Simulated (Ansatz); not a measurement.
## CdO: settings compared (Ansatz)

Input:

```yaml
crystal:
  lattice:
    - [0.0, 2.35911846, 2.35911846]
    - [2.35911846, 0.0, 2.35911846]
    - [2.35911846, 2.35911846, 0.0]
  atoms:
    - { symbol: Cd, position: [0.0, 0.0, 0.0] }
    - { symbol: O, position: [0.5, 0.5, 0.5] }
  symmetry: { tolerance: 0.0003 }
kpoints:
  mp_grid: { grid: [7, 7, 7], shift: [0, 0, 0] }
magnetization:
  spin_polarized: false
scf:
  occupations: { method: fermi_dirac }
hamiltonian:
  pseudopotentials: { kind: paw }
  xc: pbe
basis:
  ecutwfc: 420
output:
  forces: true
  stress: true
  eigenvalues: true
  write_density: true
  write_potential: true
  elf: true
  volumetric_format: npy
```

Launch command:

```bash
ansatz run input.yaml --threads 1 --pin off --max-ram 2560MiB --backend cpu --events-out ev --progress --plain --runs-dir out
```

Origin of the cell: a database entry, scaled a little.

The smearing width isn't typed, so it takes its default of 0.1 eV.

Output of this run (shortened):

```
Pseudopotentials: kind: paw
Pseudopotential: Cd, paw, valence charge 20, recommended cutoff 420 eV (normal), Cd.paw.azcp
Pseudopotential: O, paw, valence charge 6, recommended cutoff 420 eV (normal), O.paw.azcp
Functional definition: PBE
  exchange = pbe_x(kappa = kappa, mu = beta*pi^2/3)
  correlation = pbe_c(beta = beta)
Crystal: 2 atoms, lattice volume = 26.259 Å³
Basis set: ecut = 420 eV, 531 PW (Γ), exchange–correlation on 48×48×48 points (8 copies of the dense FFT grid, shifted against one another)
Bands: 17, of which v1, the nominal top of the filled ones, is band 13 counted from 1 (12 counted from 0)
Symmetry: 48 space group operations
Space group: Fm-3m (ITA 225), of the structure as read, at distance tolerance 8.9e-4 Å
k-points: 20 of 343
[… 4 lines left out …]
Initial density: superposition of atomic densities (neutral atoms: chi_scale 0, normalization atom), corrected by the library's trained network
Functional: x = pbe(κ = 0.804, μ = 0.219515), c = pbe(β = 0.066725)
SCF iter   1: F=—  HF=-8821.432329 eV  Δρ=9.57e-4  dr2=1.19e-4
SCF iter   2: F=—  HF=-8821.432736 eV  Δρ=3.40e-4  dr2=6.10e-6
SCF iter   3: F=—  HF=-8821.432775 eV  Δρ=1.66e-4  dr2=1.48e-6
SCF iter   4: F=-8821.432785 eV  HF=-8821.432785 eV  Δρ=1.24e-5  dr2=2.89e-8
SCF iter   5: F=-8821.432785 eV  HF=-8821.432785 eV  Δρ=3.49e-6  dr2=1.87e-9
SCF iter   6: F=-8821.432785 eV  HF=-8821.432785 eV  Δρ=7.98e-7  dr2=1.61e-10
SCF 1 converged in 6 iterations: F = -8821.432785 eV  dr2 = 1.61e-10
SCF converged after 6 iterations
Free energy (F): -8821.432785 eV
Harris-Foulkes:  -8821.432785 eV  (|F-HF|=1.42e-10)
Internal energy: -8821.429735 eV  (E = F + TS)
E sigma→0 (E₀):  -8821.431260 eV
Entropy (-TS):   -0.003050 eV (-1.525 meV/atom)
Fermi energy:    12.764430 eV
--- Per-component energies (eV) ---
  E_band       = -357.608423
  E_kinetic    = 679.691269
  E_local      = -3057.429994  (includes V_loc(G=0)·N_el)
  E_nonlocal   = 83.822722
  E_hartree    = 1415.250396
  E_xc         = -250.228488
  E_vxc        = -315.453427  (∫ρ·V_xc dr)
  E_paw        = -4243.059500  (= ΣΔE_a)
  E_vpaw       = -578.741718  (= ΣTr[D̂ρ^β])
  E_aug_tail   = 0.002345  (compensation charges beyond the density's cutoff)
  E_ewald      = -3449.478485
  E_smearing   = -0.003050  (= −TS)
  Σ components = -8821.432785   (vs F -8821.432785, Δ=0.00e0)
--- Forces (eV/Å), atoms counted from 1 ---
  atom   1  Cd    -0.000000     0.000000    -0.000000
  atom   2  O      0.000000    -0.000000    -0.000000
  max |Σ_I F_I| component: 0.0 eV/Å
--- Stress (GPa, compression-positive) ---
        4.278704      -0.000000       0.000000
       -0.000000       4.278704      -0.000000
        0.000000      -0.000000       4.278704
  P = ⅓ Tr σ = 4.2787 GPa (42.787 kbar)
```

The same input was run again with these changes:

1. `scf.eigensolver.kind` default → davidson; `basis.precision` default → f64
2. `hamiltonian.xc` pbe → r2scan; `scf.occupations.method` fermi_dirac → tetrahedron_uncorrected
3. `scf.lower_state_search` default → light
4. `kpoints.mp_grid.grid` [7, 7, 7] → [9, 9, 9]; `accuracy` default → low

| run | end | SCF iterations | P (GPa) | max force component (eV/Å) | moment (μB) | ΔE(σ→0) (meV/atom) |
| --- | --- | --- | --- | --- | --- | --- |
| base | converged | 6 | 4.28 | 0.000 | – | 0 |
| 1 | converged | 6 | 4.28 | 0.000 | – | 0.00 |
| 2 | converged | 8 | -1.17 | 0.000 | – | – |
| 3 | converged | 6 | 4.28 | 0.000 | – | 0.00 |
| 4 | converged | 6 | 4.26 | 0.000 | – | 0.40 |

Energies are compared only where functional, datasets, charge and starting cell are the same.

Caveats of the base run: no spin, though holes on the anions or broken bonds may carry moments; the k mesh is coarse if the cell is a metal.

Run 2: the cutoff lies below the datasets' advice.

Time of the base run: 0.93 s on 1 thread of Arm Neoverse V1, with other jobs on the host, peak memory 0.26 GiB, from the program's own first density.
